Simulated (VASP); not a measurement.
# CaO (Fm-3m) in VASP: a series of runs

Aim: see how the results for CaO move with the level of theory and the settings. Levels: PBE+D3(BJ), revPBE+D4. Tasks: single point.

Program: VASP 6.6.1. These are calculated values, not measurements. Logs are shortened: lines on timing, memory, paths and dates and some standing lists are left out, and cuts for length are marked.

## (1) The structure

It takes space group Fm-3m (No. 225, cubic). Conventional cell: a = 4.807 Å, b = 4.807 Å, c = 4.807 Å, α = 90.00°, β = 90.00°, γ = 90.00°. Ca (site symmetry m-3m) has 6 O at 2.40 Å as nearest neighbours. O (site symmetry m-3m) is surrounded by 6 Ca at 2.40 Å.

The cell is a database's computed one.

## (2) Single point, PBE+D3(BJ)

Contents of INCAR:

```
SYSTEM = CaO
PREC = Accurate
ENCUT = 520
EDIFF = 1E-6
ISMEAR = -5
SIGMA = 0.1
LREAL = .False.
LASPH = .True.
NELM = 100
ALGO = Normal
ISIF = 2
LWAVE = .False.
LCHARG = .False.
GGA = PE
IVDW = 12
NBANDS = 15
```

Contents of KPOINTS:

```
regular mesh
0
Gamma
  10 10 10
  0 0 0
```

Contents of POSCAR:

```
CaO
1.0
    0.0000000000      2.4035556950      2.4035556950
    2.4035556950      0.0000000000      2.4035556950
    2.4035556950      2.4035556950      0.0000000000
Ca O
1 1
Direct
    0.0000000000      0.0000000000      0.0000000000
    0.5000000000      0.5000000000      0.5000000000
```

Potentials or basis: VASP PAW PBE potentials, release 64 (Ca_sv, O).

Started as:

```sh
cat potpaw_PBE.64/Ca_sv/POTCAR potpaw_PBE.64/O/POTCAR > POTCAR
mpirun -np 1 vasp_std > vasp.out
```

OUTCAR:

```text
SYSTEM = CaO
   PREC = Accurate
   ENCUT = 520
   EDIFF = 1E-6
   ISMEAR = -5
   LREAL = .False.
   LASPH = .True.
   NELM = 100
   ISIF = 2
   GGA = PE
   IVDW = 12
 IVDW          = 12

 ion  position               nearest neighbor table
   1  0.000  0.000  0.000-   2 2.40   2 2.40   2 2.40   2 2.40   2 2.40   2 2.40
   2  0.500  0.500  0.500-   1 2.40   1 2.40   1 2.40   1 2.40   1 2.40   1 2.40

  LATTYP: Found a face centered cubic cell.
 ALAT       =     4.8071113900

  Lattice vectors:

 A1 = (   0.0000000000,   2.4035556950,   2.4035556950)
 A2 = (   2.4035556950,   0.0000000000,   2.4035556950)
 A3 = (   2.4035556950,   2.4035556950,   0.0000000000)

Analysis of symmetry for initial positions (statically):
=====================================================================
 Subroutine PRICEL returns:
 Original cell was already a primitive cell.

 Routine SETGRP: Setting up the symmetry group for a
 face centered cubic supercell.

 Subroutine GETGRP returns: Found 48 space group operations
 (whereof 48 operations were pure point group operations)
 out of a pool of 48 trial point group operations.

The static configuration has the point symmetry O_h .

Analysis of symmetry for dynamics (positions and initial velocities):
=====================================================================
 Subroutine PRICEL returns:
 Original cell was already a primitive cell.

 Routine SETGRP: Setting up the symmetry group for a
 face centered cubic supercell.

 Subroutine GETGRP returns: Found 48 space group operations
 (whereof 48 operations were pure point group operations)
 out of a pool of 48 trial point group operations.

The dynamic configuration has the point symmetry O_h .

 Subroutine INISYM returns: Found 48 space group operations
 (whereof 48 operations are pure point group operations),
 and found     1 'primitive' translations

----------------------------------------------------------------------------------------

                                     Primitive cell

  volume of cell :      27.7711

  direct lattice vectors                    reciprocal lattice vectors
     0.000000000  2.403555695  2.403555695    -0.208025136  0.208025136  0.208025136
     2.403555695  0.000000000  2.403555695     0.208025136 -0.208025136  0.208025136
     2.403555695  2.403555695  0.000000000     0.208025136  0.208025136 -0.208025136

  length of vectors
     3.399141062  3.399141062  3.399141062     0.360310105  0.360310105  0.360310105

  position of ions in fractional coordinates (direct lattice)
     0.000000000  0.000000000  0.000000000
     0.500000000  0.500000000  0.500000000

  ion indices of the primitive-cell ions
   primitive index   ion index
                 1           1
                 2           2

----------------------------------------------------------------------------------------

 KPOINTS: regular mesh

Automatic generation of k-mesh.
 Grid dimensions read from file:
 generate k-points for:   10   10   10

 Generating k-lattice:

  Cartesian coordinates                     Fractional coordinates (reciprocal lattice)
    -0.020802514  0.020802514  0.020802514     0.100000000  0.000000000  0.000000000
     0.020802514 -0.020802514  0.020802514     0.000000000  0.100000000  0.000000000
     0.020802514  0.020802514 -0.020802514     0.000000000  0.000000000  0.100000000

  Length of vectors
     0.036031010  0.036031010  0.036031010

  Shift w.r.t. Gamma in fractional coordinates (k-lattice)
     0.000000000  0.000000000  0.000000000

 TETIRR: Found    148 inequivalent tetrahedra from     6000

 Subroutine IBZKPT returns following result:
 ===========================================

 Found     47 irreducible k-points:

 Following reciprocal coordinates:
            Coordinates               Weight
  0.000000  0.000000  0.000000      1.000000
  0.100000  0.000000  0.000000      8.000000
  0.200000  0.000000  0.000000      8.000000
  0.300000  0.000000  0.000000      8.000000
  0.400000  0.000000  0.000000      8.000000
  0.500000  0.000000  0.000000      4.000000
[... 16 lines left out ...]
  0.300000  0.300000  0.000000      6.000000
  0.400000  0.300000  0.000000     24.000000
 [... further k-points ...]
   k-points           NKPTS =     47   k-points in BZ     NKDIM =     47   number of bands    NBANDS=     15
   number of dos      NEDOS =    301   number of ions     NIONS =      2
   total plane-waves  NPLWV =  21952
   dimension x,y,z NGX =    28 NGY =   28 NGZ =   28
   dimension x,y,z NGXF=    56 NGYF=   56 NGZF=   56
   ions per type =               1   1
   NGX,Y,Z   is equivalent  to a cutoff of  13.69, 13.69, 13.69 a.u.
   NGXF,Y,Z  is equivalent  to a cutoff of  27.39, 27.39, 27.39 a.u.
 SYSTEM =  CaO
   PREC   = accura    normal or accurate (medium, high low for compatibility)
   ISTART =      0    job   : 0-new  1-cont  2-samecut
   ICHARG =      2    charge: 1-file 2-atom 10-const
   ISPIN  =      1    spin polarized calculation?
   LNONCOLLINEAR =      F non collinear calculations
   LSORBIT =      F    spin-orbit coupling
   LASPH  =      T    aspherical Exc in radial PAW
   ENCUT  =  520.0 eV  38.22 Ry    6.18 a.u.   6.32  6.32  6.32*2*pi/ulx,y,z
   NELM   =    100;   NELMIN=  2; NELMDL= -5     # of ELM steps
   EDIFF  = 0.1E-05   stopping-criterion for ELM
   LREAL  =      F    real-space projection
   EDIFFG = 0.1E-04   stopping-criterion for IOM
   NSW    =      0    number of steps for IOM
   IBRION =     -1    ionic relax: 0-MD 1-quasi-New 2-CG
   NFREE  =      0    steps in history (QN), initial steepest desc. (CG)
   ISIF   =      2    stress and relaxation
   ISYM   =      2    0-nonsym 1-usesym 2-fastsym
   POTIM  = 0.5000    time-step for ionic-motion
   TEBEG  =    0.0;   TEEND  =   0.0 temperature during run
   PSTRESS=    0.0 pullay stress
   NELECT =      16.0000    total number of electrons
   NUPDOWN=      -1.0000    fix difference up-down
   EMIN   =  10.00;   EMAX   =-10.00  energy-range for DOS
   EFERMI =   0.00;   METHOD = LEGACY
   ISMEAR =    -5;   SIGMA  =   0.10  broadening in eV -4-tet -1-fermi 0-gaus
   EFERMI_NEDOS =   21; number of points for ismear=-14 and -15
   IALGO  =     38    algorithm
   IMIX   =      4    mixing-type and parameters
     AMIX     =   0.40;   BMIX     =  1.00
     AMIX_MAG =   1.60;   BMIX_MAG =  1.00
  volume/ion in A,a.u.               =      13.89        93.70
  Fermi-wavevector in a.u.,A,eV,Ry     =   1.362231  2.574243 25.247954  1.855672
  Thomas-Fermi vector in A             =   2.488738
   LORBIT       =      0    0 simple, 1 ext, 2 COOP (PROOUT), +10 PAW based schemes
   GGA     = PE    functional components
   LHFCALC =     F    Hartree Fock is set to
   AEXX    =    0.0000 exact exchange contribution
   IVDW    =    12    specifies the selected vdW correction
   LEPSILON=     F    determine dielectric tensor
   LRPA    =     F    only Hartree local field effects (RPA)
 non-spin polarized calculation
 Fermi weights with tetrahedron method with Bloechl corrections
  energy-cutoff  :      520.00
  volume of cell :       27.77
 maximum number of plane-waves:       763
 NGX is ok and might be reduce to    28
   NGX = 13   NGY = 13   NGZ = 13

 number of electron      15.9999997 magnetization

 Free energy of the ion-electron system (eV)
  ---------------------------------------------------
  ext. energy  EPLUGINS =         0.00000000
  ---------------------------------------------------
  free energy    TOTEN  =       -12.80137705 eV

  energy without entropy =      -12.80137705  energy(sigma->0) =      -12.80137705

 E-fermi :   2.4403     XC(G=0): -10.4732

 val. band max:        2.3477006627   @ k =   0.0000   0.0000   0.0000
 cond. band min:       5.9830926104   @ k =   0.5000   0.5000   0.0000
 fundamental gap:      3.6353919477
 Fermi energy:         2.4403268513

 k-point     1 :       0.0000    0.0000    0.0000
  band No.  band energies     occupation
      1     -35.2914      2.00000
      2     -16.0556      2.00000
      3     -16.0556      2.00000
      4     -16.0556      2.00000
      5     -13.1836      2.00000
      6       2.3477      2.00000
      7       2.3477      2.00000
      8       2.3477      2.00000
      9       7.0571      0.00000
     10       8.5718      0.00000
     11       8.5718      0.00000
     12       8.5718      0.00000
     13      10.0746      0.00000
     14      10.0746      0.00000
     15      17.4169      0.00000

 k-point     2 :       0.1000    0.0000    0.0000
  band No.  band energies     occupation
      1     -35.2817      2.00000
      2     -16.1963      2.00000
      3     -16.0608      2.00000
      4     -16.0608      2.00000
      5     -13.0362      2.00000
      6       1.9871      2.00000
      7       2.2086      2.00000
      8       2.2086      2.00000
      9       7.5147      0.00000
     10       8.5387      0.00000
     11       8.7427      0.00000
     12       8.7427      0.00000
     13      10.3147      0.00000
     14      10.3147      0.00000
     15      17.8137      0.00000

 k-point     3 :       0.2000    0.0000    0.0000
  band No.  band energies     occupation
      1     -35.2562      2.00000
      2     -16.5155      2.00000
      3     -16.0744      2.00000
      4     -16.0744      2.00000
      5     -12.6983      2.00000
      6       1.2167      2.00000
      7       1.8749      2.00000
      8       1.8749      2.00000
      9       8.4469      0.00000
     10       8.6763      0.00000
     11       9.2147      0.00000
     12       9.2147      0.00000
     13      10.9369      0.00000
     14      10.9369      0.00000
     15      18.3854      0.00000
[... 343 lines left out ...]
 k-point    23 :       0.3000    0.3000    0.0000
  band No.  band energies     occupation
      1     -35.2037      2.00000
      2     -16.6375      2.00000
      3     -16.2046      2.00000
      4     -16.2046      2.00000
      5     -12.6623      2.00000
      6       0.6093      2.00000
      7       2.0062      2.00000
      8       2.0062      2.00000
      9       6.6866      0.00000
     10       9.4130      0.00000
     11      10.8006      0.00000
     12      10.9154      0.00000
     13      10.9154      0.00000
     14      12.7550      0.00000
     15      19.5579      0.00000

 k-point    24 :       0.4000    0.3000    0.0000
  band No.  band energies     occupation
      1     -35.1838      2.00000
      2     -16.6989      2.00000
      3     -16.2545      2.00000
      4     -16.2275      2.00000
      5     -12.6649      2.00000
      6       0.6713      2.00000
      7       1.7941      2.00000
      8       1.8942      2.00000
      9       6.6524      0.00000
     10       9.9896      0.00000
     11      11.1211      0.00000
     12      11.2060      0.00000
     13      11.3435      0.00000
     14      13.1499      0.00000
     15      17.9188      0.00000

 [... further k-points ...]

------------------------ aborting loop because EDIFF is reached ----------------------------------------

 Edisp (eV)   -0.54412

 E8    (eV) :    -0.2442

  FORCE on cell =-STRESS in cart. coord.  units (eV):
  Direction    XX          YY          ZZ          XY          YZ          ZX
  --------------------------------------------------------------------------------------
  -------------------------------------------------------------------------------------
  Total      -0.18275    -0.18275    -0.18275    -0.00000     0.00000    -0.00000
  in kB     -10.54315   -10.54315   -10.54315    -0.00000     0.00000    -0.00000
  external pressure =      -10.54 kB  Pullay stress =        0.00 kB

 VOLUME and BASIS-vectors are now :
 -----------------------------------------------------------------------------
  energy-cutoff  :      520.00
  volume of cell :       27.77
      direct lattice vectors                 reciprocal lattice vectors
     0.000000000  2.403555695  2.403555695    -0.208025136  0.208025136  0.208025136
     2.403555695  0.000000000  2.403555695     0.208025136 -0.208025136  0.208025136
     2.403555695  2.403555695  0.000000000     0.208025136  0.208025136 -0.208025136

 POSITION                                       TOTAL-FORCE (eV/Angst)
 -----------------------------------------------------------------------------------
      0.00000      0.00000      0.00000        -0.000000     -0.000000      0.000000
      2.40356      2.40356      2.40356         0.000000      0.000000     -0.000000
 -----------------------------------------------------------------------------------
    total drift:                                0.000000      0.000000      0.000000

  FREE ENERGIE OF THE ION-ELECTRON SYSTEM (eV)
  ---------------------------------------------------
  free  energy   TOTEN  =       -13.3454973197 eV

  energy  without entropy=      -13.3454973197  energy(sigma->0) =      -13.34549732
```

Run time: 15 s. Hardware: 1 thread of AMD EPYC 9R45 (Zen 5), shared host; peak memory 0.15 GiB.

Results:

```
Free energy                : -13.3455 eV
Pressure                   : -1.1 GPa
Band gap on the k mesh     : 3.64 eV, indirect (least direct gap 4.01 eV)
Dispersion energy per atom : -0.272 eV
```

## (3) Single point, revPBE+D4 (atoms moved at random, drawn with an rms of 0.05 Å)

Contents of INCAR:

```
PREC = Accurate
ENCUT = 520
EDIFF = 1E-7
ISMEAR = 0
SIGMA = 0.01
LREAL = F
LASPH = T
NELM = 100
ALGO = Fast
ISIF = 2
LWAVE = F
LCHARG = F
GGA = RE
IVDW = 13
NBANDS = 15
```

Contents of KPOINTS:

```
Automatic mesh
0
Gamma
  7 7 7
```

Contents of POSCAR:

```
CaO
1.0
    0.0000000000      2.4035556960      2.4035556960
    2.4035556960      0.0000000000      2.4035556960
    2.4035556960      2.4035556960      0.0000000000
Ca O
1 1
Direct
   -0.0070860000      0.0117420000      0.0032250000
    0.5116020000      0.5137310000      0.4883550000
```

Potentials or basis: VASP PAW PBE potentials, release 64 (Ca_sv, O).

Started as:

```sh
cat potpaw_PBE.64/Ca_sv/POTCAR potpaw_PBE.64/O/POTCAR > POTCAR
mpirun -np 1 vasp_std > vasp.out
```

Wall time 1.7 min (1 thread of AMD EPYC 9R45 (Zen 5), shared host); peak memory 0.18 GiB.

It converged, with:

```
Free energy                : -12.7267 eV
Pressure                   : 1.3 GPa
Largest force              : 0.186 eV/Å
Band gap on the k mesh     : 3.83 eV, indirect (least direct gap 4.20 eV)
Dispersion energy per atom : -0.285 eV
```

Forces in eV/Å, atoms in the order of the input:
```
Ca  -0.096  0.028  0.156
O    0.096 -0.028 -0.156
```

Stress tensor (GPa, compression positive):
```
 1.23  0.01  0.04
 0.01  1.09 -0.01
 0.04 -0.01  1.47
```

Levels at points of the mesh, in eV from the valence-band top:
```tsv
k point	band 4	band 5	band 6	band 7	band 8	band 9	band 10	band 11	band 12	band 13
(0.00, 0.00, 0.00)	-18.46	-15.59	0.00	0.00	0.00	4.83	6.29	6.30	6.30	7.76
```

Caveat: the PAW data sets were made with another functional, which shifts forces and pressure a little; an odd mesh through Γ misses points on the zone boundary, where band edges often lie.
